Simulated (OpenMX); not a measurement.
Runs of OpenMX 3.8.5 on InPd. It takes space group P4/mmm (No. 123, tetragonal). The conventional cell has a = 3.206 Å, b = 3.206 Å, c = 3.272 Å, α = 90.00°, β = 90.00°, γ = 90.00°. Around In (site symmetry 4/mmm) lie 8 Pd at 2.80 Å and 4 In at 3.21 Å. Pd (site symmetry 4/mmm) is surrounded by 8 In at 2.80 Å and 4 Pd at 3.21 Å. The cell comes from a database or a generator and needn't be the stable form of this composition.

| cell | gap on the mesh (eV) | pressure (GPa) |
| --- | --- | --- |
| P4/mmm, 16.82 Å³/atom | none | 13.2 |
| P4/mmm, 18.94 Å³/atom | none | (a) |
| Pm-3m, 17.51 Å³/atom | none | 6.8 |
| P4/mmm, 16.14 Å³/atom | none | (b) |
| P4/mmm, 18.22 Å³/atom | none | 1.7 |

Alike in all rows: task single point; level PBE; potentials or basis OpenMX 2013 PBE set, In7.0-s3p2d2, Pd7.0-s3p2d2, grid cutoff 500 Ry; no spin polarisation; k mesh 7 × 7 × 7; smearing fermi-dirac 0.05 eV.

Task: Estimate the missing entries.

Result: (a) -2.5; (b) 21.4.

Caveats: the basis has few d functions beyond the semicore shells, which can make volumes several per cent too large; the basis of atomic orbitals isn't converged, which shifts pressures, moduli and gaps.

A k mesh can miss the band edges, and the runs leave out spin-orbit coupling on In, Pd.

A gap of «none» marks a metal or a gap under the smearing width.
